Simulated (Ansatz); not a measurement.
A crystal relaxed with r2SCAN in the plane-wave code Ansatz has space group Fm-3m (No. 225) and a = 6.760 Å.

```csv
atom,site,x,y,z
Sn,4a,0.0000,0.0000,0.0000
Xx,8c,0.2500,0.7500,0.7500
```

With r2SCAN the valence top lies at Γ and the conduction bottom at X, 0.19 eV higher; the smallest vertical gap, at L, is 2.01 eV. With HSE06 the valence top lies at Γ and the conduction bottom at X, 0.20 eV higher; the smallest vertical gap, at Γ, is 2.09 eV. Meshes: r2SCAN 6×6×6, HSE06 4×4×4.

Task: Which element is Xx?
A. Be
B. Hg
C. Mg
D. Ba

Result: C. Xx is Mg: Mg2Sn (antifluorite). Around Sn lie 8 Mg at 2.93 Å; around Mg lie 4 Sn at 2.93 Å.

The values are computed, spin-unpolarised, and not measurements.

No spin-orbit coupling is included; it can move band edges with weight on the heavy atoms by tenths of an eV.

The meshes of the hybrids are coarse, so their gaps aren't converged to the digits shown.
